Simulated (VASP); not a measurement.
# Ge (I4_1/amd) in VASP: a series of runs

One crystal, Ge, is run at these levels: PBE; tasks: single point.

Everything below comes from runs of VASP 6.6.1. Logs are shortened: lines on timing, memory, paths and dates and some standing lists are left out, and cuts for length are marked.

## 1. Starting point

Symmetry: I4_1/amd, No. 141, tetragonal system. The conventional cell has a = 5.149 Å, b = 5.149 Å, c = 2.795 Å, α = 90.00°, β = 90.00°, γ = 90.00°. Ge (site symmetry -4m2) has 6 Ge at 2.67 to 2.79 Å as nearest neighbours.

This isn't the form of Ge at room conditions, which is diamond.

## 2. Single point, PBE

Input file INCAR:

```
PREC = Accurate
ENCUT = 300
EDIFF = 1E-7
ISMEAR = 0
SIGMA = 0.05
LREAL = F
LASPH = T
NELM = 100
ALGO = Normal
ISIF = 2
LWAVE = F
LCHARG = F
GGA = PE
NBANDS = 21
ADDGRID = F
```

Input file KPOINTS:

```
regular mesh
0
Gamma
  5 5 5
```

Input file POSCAR:

```
Ge
1.0
   -2.5744897190      2.5744897190      1.3974126432
    2.5744897190     -2.5744897190      1.3974126432
    2.5744897190      2.5744897190     -1.3974126432
Ge
2
Direct
    0.5147880000      0.5105290000      0.0041050000
    0.2603220000      0.7562090000      0.5249690000
```

Potentials or basis: VASP PAW PBE potentials, release 64 (Ge_d).

The run is started by

```sh
> cat potpaw_PBE.64/Ge_d/POTCAR > POTCAR
> mpirun -np 1 vasp_std > vasp.out
```

OUTCAR:

```text
PREC = Accurate
   ENCUT = 300
   EDIFF = 1E-7
   ISMEAR = 0
   LREAL = F
   LASPH = T
   NELM = 100
   ISIF = 2
   GGA = PE

 Found     63 irreducible k-points:

 Following reciprocal coordinates:
            Coordinates               Weight
  0.000000  0.000000  0.000000      1.000000
  0.200000  0.000000  0.000000      2.000000
  0.200000  0.000000 -0.200000      2.000000
  0.000000  0.200000 -0.200000      2.000000
  0.000000  0.200000  0.000000      2.000000
  0.400000  0.000000 -0.000000      2.000000
   k-points           NKPTS =     63   k-points in BZ     NKDIM =     63   number of bands    NBANDS=     21
   number of dos      NEDOS =    301   number of ions     NIONS =      2
   total plane-waves  NPLWV =  13824
   dimension x,y,z NGX =    24 NGY =   24 NGZ =   24
   dimension x,y,z NGXF=    48 NGYF=   48 NGZF=   48
   ions per type =               2
   NGX,Y,Z   is equivalent  to a cutoff of  10.23, 10.23, 10.23 a.u.
   NGXF,Y,Z  is equivalent  to a cutoff of  20.46, 20.46, 20.46 a.u.
 SYSTEM =  unknown system
   PREC   = accura    normal or accurate (medium, high low for compatibility)
   ISTART =      0    job   : 0-new  1-cont  2-samecut
   ICHARG =      2    charge: 1-file 2-atom 10-const
   ISPIN  =      1    spin polarized calculation?
   LNONCOLLINEAR =      F non collinear calculations
   LSORBIT =      F    spin-orbit coupling
   LASPH  =      T    aspherical Exc in radial PAW
   ENCUT  =  300.0 eV  22.05 Ry    4.70 a.u.   5.51  5.51  5.51*2*pi/ulx,y,z
   NELM   =    100;   NELMIN=  2; NELMDL= -5     # of ELM steps
   EDIFF  = 0.1E-06   stopping-criterion for ELM
   LREAL  =      F    real-space projection
   EDIFFG = 0.1E-05   stopping-criterion for IOM
   NSW    =      0    number of steps for IOM
   IBRION =     -1    ionic relax: 0-MD 1-quasi-New 2-CG
   NFREE  =      0    steps in history (QN), initial steepest desc. (CG)
   ISIF   =      2    stress and relaxation
   ISYM   =      2    0-nonsym 1-usesym 2-fastsym
   POTIM  = 0.5000    time-step for ionic-motion
   TEBEG  =    0.0;   TEEND  =   0.0 temperature during run
   PSTRESS=    0.0 pullay stress
   NELECT =      28.0000    total number of electrons
   NUPDOWN=      -1.0000    fix difference up-down
   EMIN   =  10.00;   EMAX   =-10.00  energy-range for DOS
   EFERMI =   0.00;   METHOD = LEGACY
   ISMEAR =     0;   SIGMA  =   0.05  broadening in eV -4-tet -1-fermi 0-gaus
   EFERMI_NEDOS =   21; number of points for ismear=-14 and -15
   IALGO  =     38    algorithm
   IMIX   =      4    mixing-type and parameters
     AMIX     =   0.40;   BMIX     =  1.00
     AMIX_MAG =   1.60;   BMIX_MAG =  1.00
  volume/ion in A,a.u.               =      18.52       125.01
  Fermi-wavevector in a.u.,A,eV,Ry     =   1.491209  2.817976 30.255333  2.223704
  Thomas-Fermi vector in A             =   2.603893
   LORBIT       =      0    0 simple, 1 ext, 2 COOP (PROOUT), +10 PAW based schemes
   GGA     = PE    functional components
   LHFCALC =     F    Hartree Fock is set to
   AEXX    =    0.0000 exact exchange contribution
   IVDW    =     0    specifies the selected vdW correction
   LEPSILON=     F    determine dielectric tensor
   LRPA    =     F    only Hartree local field effects (RPA)
 non-spin polarized calculation
 Gauss-broadening in eV      SIGMA  =   0.05
  energy-cutoff  :      300.00
  volume of cell :       37.05
 maximum number of plane-waves:       452
 NGX is ok and might be reduce to    24
   NGX = 11   NGY = 11   NGZ = 11

 number of electron      28.0000001 magnetization

 Free energy of the ion-electron system (eV)
  ---------------------------------------------------
  ext. energy  EPLUGINS =         0.00000000
  ---------------------------------------------------
  free energy    TOTEN  =        -8.54499145 eV

  energy without entropy =       -8.54366760  energy(sigma->0) =       -8.54432953

 E-fermi :   6.7391     XC(G=0): -11.3169

 val. band max:        6.7106957807   @ k =   0.4000   0.0000   0.2000
 cond. band min:       6.7684444820   @ k =   0.2000   0.4000   0.4000
 fundamental gap:      0.0577487013
 Fermi energy:         6.7390701740

 k-point     1 :       0.0000    0.0000    0.0000
  band No.  band energies     occupation
      1     -17.9505      2.00000
      2     -17.9136      2.00000
      3     -17.8818      2.00000
      4     -17.8725      2.00000
      5     -17.7781      2.00000
      6     -17.7694      2.00000
[... 13 lines left out ...]
     20      18.3578      0.00000
     21      19.3149      0.00000

 k-point     2 :       0.2000    0.0000    0.0000
  band No.  band energies     occupation
      1     -17.9347      2.00000
      2     -17.8712      2.00000
      3     -17.8550      2.00000
      4     -17.8312      2.00000
      5     -17.8040      2.00000
      6     -17.7867      2.00000
[... 13 lines left out ...]
     20      16.3492      0.00000
     21      17.5138      0.00000

 k-point     3 :       0.2000    0.0000   -0.2000
  band No.  band energies     occupation
      1     -17.9363      2.00000
      2     -17.8725      2.00000
      3     -17.8557      2.00000
      4     -17.8337      2.00000
      5     -17.8048      2.00000
      6     -17.7836      2.00000
[... 13 lines left out ...]
     20      16.3680      0.00000
     21      17.3592      0.00000

 k-point     4 :       0.0000    0.2000   -0.2000
  band No.  band energies     occupation
      1     -17.9336      2.00000
      2     -17.8681      2.00000
      3     -17.8549      2.00000
      4     -17.8348      2.00000
      5     -17.8033      2.00000
      6     -17.7839      2.00000
[... 13 lines left out ...]
     20      16.3404      0.00000
     21      17.5323      0.00000

 k-point     5 :       0.0000    0.2000    0.0000
  band No.  band energies     occupation
      1     -17.9350      2.00000
      2     -17.8688      2.00000
      3     -17.8558      2.00000
      4     -17.8377      2.00000
      5     -17.8040      2.00000
      6     -17.7825      2.00000
[... 13 lines left out ...]
     20      16.3584      0.00000
     21      17.3807      0.00000

 k-point     6 :       0.4000    0.0000   -0.0000
  band No.  band energies     occupation
      1     -17.9101      2.00000
      2     -17.8516      2.00000
      3     -17.8485      2.00000
      4     -17.8370      2.00000
      5     -17.8132      2.00000
      6     -17.8027      2.00000
[... 13 lines left out ...]
     20      16.7210      0.00000
     21      19.3969      0.00000

 [... further k-points ...]
[... 5 lines left out ...]
  --------------------------------------------------------------------------------------
  -------------------------------------------------------------------------------------
  Total        1.0000344      1.2503801     -0.6365510      0.0469279     -0.1115867      0.1051562
  in kB       43.2472561     54.0736465    -27.5281380      2.0294349     -4.8256515      4.5475593
  external PRESSURE =      23.2642549 kB  Pullay stress =       0.0000000 kB

 VOLUME and BASIS-vectors are now :
 -----------------------------------------------------------------------------
  energy-cutoff  :      300.00
  volume of cell :       37.05
      direct lattice vectors                 reciprocal lattice vectors
    -2.574489719  2.574489719  1.397412643     0.000000000  0.194213244  0.357804119
     2.574489719 -2.574489719  1.397412643     0.194213244  0.000000000  0.357804119
     2.574489719  2.574489719 -1.397412643     0.194213244  0.194213244  0.000000000

 POSITION                                       TOTAL-FORCE (eV/Angst)
 -----------------------------------------------------------------------------------
     -0.00040      0.02153      1.42705         0.145945      0.174507     -0.037144
      2.62818      0.07487      0.68691        -0.145945     -0.174507      0.037144
 -----------------------------------------------------------------------------------
    total drift:                                0.000029      0.001181     -0.000038

  FREE ENERGIE OF THE ION-ELECTRON SYSTEM (eV)
  ---------------------------------------------------
  free  energy   TOTEN  =        -8.5449914521 eV

  energy  without entropy=       -8.5436675999  energy(sigma->0) =       -8.54432953
```

Run time: 7.8 s. Hardware: 1 thread of Intel Xeon 6975P-C (Granite Rapids), shared host; peak memory 0.14 GiB.

The run converged, but a check on its numbers failed (symmetry, net force, bounds or a known fault of this set-up), so they aren't taken as properties of the crystal.

Caveat: the k mesh is coarse (spacing up to 0.51 Å⁻¹), so the values aren't converged; the cutoff lies under the usual one of these potentials, so the numbers hold a large basis-set error.

## 3. Single point, PBE

INCAR, as its differences from that of step 2:

```diff
@@ -1,3 +1,3 @@
 PREC = Accurate
-ENCUT = 300
+ENCUT = 400
 EDIFF = 1E-7
```

KPOINTS is that of step 2.

Input file POSCAR:

```
Ge
1.0
   -2.5744897190      2.5744897190      1.3974126432
    2.5744897190     -2.5744897190      1.3974126432
    2.5744897190      2.5744897190     -1.3974126432
Ge
2
Direct
    0.5000000000      0.5000000000      0.0000000000
    0.2500000000      0.7500000000      0.5000000000
```

Potentials or basis: VASP PAW PBE potentials, release 64 (Ge_d).

The run is started by

```sh
> cat potpaw_PBE.64/Ge_d/POTCAR > POTCAR
> mpirun -np 1 vasp_std > vasp.out
```

OUTCAR:

```text
PREC = Accurate
   ENCUT = 400
   EDIFF = 1E-7
   ISMEAR = 0
   LREAL = F
   LASPH = T
   NELM = 100
   ISIF = 2
   GGA = PE

 Found     18 irreducible k-points:

 Following reciprocal coordinates:
            Coordinates               Weight
  0.000000  0.000000  0.000000      1.000000
  0.200000  0.000000  0.000000      8.000000
  0.400000  0.000000 -0.000000      8.000000
  0.200000  0.200000  0.000000      8.000000
  0.400000  0.200000  0.000000     16.000000
 -0.400000  0.200000  0.000000     16.000000
   k-points           NKPTS =     18   k-points in BZ     NKDIM =     18   number of bands    NBANDS=     21
   number of dos      NEDOS =    301   number of ions     NIONS =      2
   total plane-waves  NPLWV =  21952
   dimension x,y,z NGX =    28 NGY =   28 NGZ =   28
   dimension x,y,z NGXF=    56 NGYF=   56 NGZF=   56
   ions per type =               2
   NGX,Y,Z   is equivalent  to a cutoff of  11.94, 11.94, 11.94 a.u.
   NGXF,Y,Z  is equivalent  to a cutoff of  23.87, 23.87, 23.87 a.u.
 SYSTEM =  unknown system
   PREC   = accura    normal or accurate (medium, high low for compatibility)
   ISTART =      0    job   : 0-new  1-cont  2-samecut
   ICHARG =      2    charge: 1-file 2-atom 10-const
   ISPIN  =      1    spin polarized calculation?
[... 52 lines left out ...]

  energy without entropy =       -8.54829515  energy(sigma->0) =       -8.55033212

 E-fermi :   6.6500     XC(G=0): -11.3190

 val. band max:        6.6339029898   @ k =   0.4000   0.2000   0.0000
 cond. band min:       6.8524624009   @ k =   0.2000   0.0000   0.0000
 fundamental gap:      0.2185594111
 Fermi energy:         6.6500217598

 k-point     1 :       0.0000    0.0000    0.0000
  band No.  band energies     occupation
      1     -17.9374      2.00000
      2     -17.9030      2.00000
      3     -17.8709      2.00000
      4     -17.8617      2.00000
      5     -17.7622      2.00000
      6     -17.7622      2.00000
[... 133 lines left out ...]
     20      17.4699      0.00000
     21      18.7607      0.00000

 [... further k-points ...]

------------------------ aborting loop because EDIFF is reached ----------------------------------------

  FORCE on cell =-STRESS in cart. coord.  units (eV):
  Direction    XX          YY          ZZ          XY          YZ          ZX
  --------------------------------------------------------------------------------------
  -------------------------------------------------------------------------------------
  Total        1.3902545      1.3902545     -0.4689223      0.0000000      0.0000000      0.0000000
  in kB       60.1226224     60.1226224    -20.2789029      0.0000000      0.0000000      0.0000000
  external PRESSURE =      33.3221140 kB  Pullay stress =       0.0000000 kB

 VOLUME and BASIS-vectors are now :
 -----------------------------------------------------------------------------
  energy-cutoff  :      400.00
  volume of cell :       37.05
      direct lattice vectors                 reciprocal lattice vectors
    -2.574489719  2.574489719  1.397412643     0.000000000  0.194213244  0.357804119
     2.574489719 -2.574489719  1.397412643     0.194213244  0.000000000  0.357804119
     2.574489719  2.574489719 -1.397412643     0.194213244  0.194213244  0.000000000

 POSITION                                       TOTAL-FORCE (eV/Angst)
 -----------------------------------------------------------------------------------
      0.00000      0.00000      1.39741         0.000000     -0.000000      0.000000
      2.57449      0.00000      0.69871        -0.000000      0.000000     -0.000000
 -----------------------------------------------------------------------------------
    total drift:                                0.000000     -0.000000      0.000000

  FREE ENERGIE OF THE ION-ELECTRON SYSTEM (eV)
  ---------------------------------------------------
  free  energy   TOTEN  =        -8.5523691038 eV

  energy  without entropy=       -8.5482951454  energy(sigma->0) =       -8.55033212
```

stdout:

```text
POSCAR found type information on POSCAR Ge
 POSCAR found :  1 types and       2 ions
 scaLAPACK will be used
 LDA part: xc-table for (Slater+PW92), standard interpolation
 POSCAR, INCAR and KPOINTS ok, starting setup
 FFT: planning ... GRIDC
 FFT: planning ... GRID_SOFT
 FFT: planning ... GRID
 WAVECAR not read
 entering main loop
```

Wall time 6 s (1 thread of Intel Xeon 6975P-C (Granite Rapids), shared host); peak memory 0.15 GiB.

These settings aren't checked as converged: the numbers below hold their error.

What came out:

* Free energy: -8.5524 eV
* Pressure: 3.3 GPa
* Band gap on the k mesh: none (metal or under the smearing width)

Caveat: the k mesh is coarse (spacing up to 0.51 Å⁻¹), so the values aren't converged.

## 4. Single point, PBE

INCAR is that of step 3.

KPOINTS is that of step 3.

Input file POSCAR:

```
Ge
1.0
   -2.5744897190      2.5744897190      1.3974126432
    2.5744897190     -2.5744897190      1.3974126432
    2.5744897190      2.5744897190     -1.3974126432
Ge
2
Direct
    0.5147880000      0.5105290000      0.0041050000
    0.2603220000      0.7562090000      0.5249690000
```

The run is started by

```sh
> cat potpaw_PBE.64/Ge_d/POTCAR > POTCAR
> mpirun -np 1 vasp_std > vasp.out
```

It took 17 s on 1 thread of Intel Xeon 6975P-C (Granite Rapids), shared host; peak memory 0.16 GiB.

The run converged, but some of its settings lie outside the range that counts as converged, so its numbers aren't taken as properties of the crystal.

What came out:

```
Free energy            : -8.5475 eV
Pressure               : 3.6 GPa
Largest force          : 0.230 eV/Å
Band gap on the k mesh : none (metal or under the smearing width)
```

Caveat: the k mesh is coarse (spacing up to 0.51 Å⁻¹), so the values aren't converged.

## 5. Single point, PBE

INCAR, as its differences from that of step 4:

```diff
@@ -1,3 +1,3 @@
 PREC = Accurate
-ENCUT = 400
+ENCUT = 500
 EDIFF = 1E-7
```

KPOINTS is that of step 4.

Input file POSCAR:

```
Ge
1.0
   -2.5744897190      2.5744897190      1.3974126432
    2.5744897190     -2.5744897190      1.3974126432
    2.5744897190      2.5744897190     -1.3974126432
Ge
2
Direct
    0.5000000000      0.5000000000      0.0000000000
    0.2500000000      0.7500000000      0.5000000000
```

The run is started by

```sh
> cat potpaw_PBE.64/Ge_d/POTCAR > POTCAR
> mpirun -np 1 vasp_std > vasp.out
```

Run time: 6.5 s. Hardware: 1 thread of Intel Xeon 6975P-C (Granite Rapids), shared host; peak memory 0.15 GiB.

These settings aren't checked as converged: the numbers below hold their error.

Results:

| Property | Result |
| --- | --- |
| Free energy | -8.5529 eV |
| Pressure | 3.7 GPa |
| Band gap on the k mesh | none (metal or under the smearing width) |

Caveat: the k mesh is coarse (spacing up to 0.51 Å⁻¹), so the values aren't converged.

## 6. The reference run

An earlier run on the cell as given: functional PBE; potentials or basis VASP PAW PBE potentials, release 64 (Ge_d); cutoff 520 eV; k mesh 11 × 11 × 11; occupations fermi-dirac, width 0.05 eV; no spin polarisation.

* Pressure: 3.2 GPa
* Band gap on the k mesh: none (metal or under the smearing width)
